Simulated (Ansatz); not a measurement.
Starting structure, N put at a hollow Hf-Hf-Hf site (Hf, Fm-3m (No. 225), (1 1 1) face):

```xyz
4
Lattice="3.1241 0.0000 0.0000 -1.5620 2.7055 0.0000 0.0000 0.0000 24.1016" Properties=species:S:1:pos:R:3 pbc="T T T"
Hf    1.5620    0.9018    8.5000
Hf    0.0000    1.8037   10.9210
Hf    0.0000    0.0000   13.3423
N     0.0000    1.8037   15.0223
```

Theory: DFT PBEsol, scalar-relativistic, plane waves, PAW (Ansatz 0.2.0). Cutoff 420 eV; k points 9×9×1 on the computed 4-atom cell (Γ-centred); Gaussian smearing, width 0.10 eV; no spin polarisation. The cell repeats along c with a dipole correction in the vacuum.

Atoms 1 (counted from 1) are held. The cell is fixed. Force threshold 0.03 eV/Å.

(1) Where does it end?

The end is the local minimum or symmetric point that this start leads to. The slab is only 5.1 Å thick, so the energy isn't converged with thickness.

Spin–orbit coupling is left out, which can shift energies with elements as heavy as these. Spin polarisation was left out, and a magnetic state may lie lower.

Results:

(1) The energy falls by 4.386 eV in 7 steps, to:

```
CELL_PARAMETERS angstrom
3.12407 0.00000 0.00000
-1.56203 2.70552 0.00000
0.00000 0.00000 24.10158
ATOMIC_POSITIONS crystal
Hf 0.66667 0.33333 0.35267
Hf 0.33333 0.66667 0.45033
Hf 0.00000 0.00000 0.56825
N 0.33333 0.66667 0.60067
```

The reference crystal is the fcc form of Hf, which isn't its usual structure.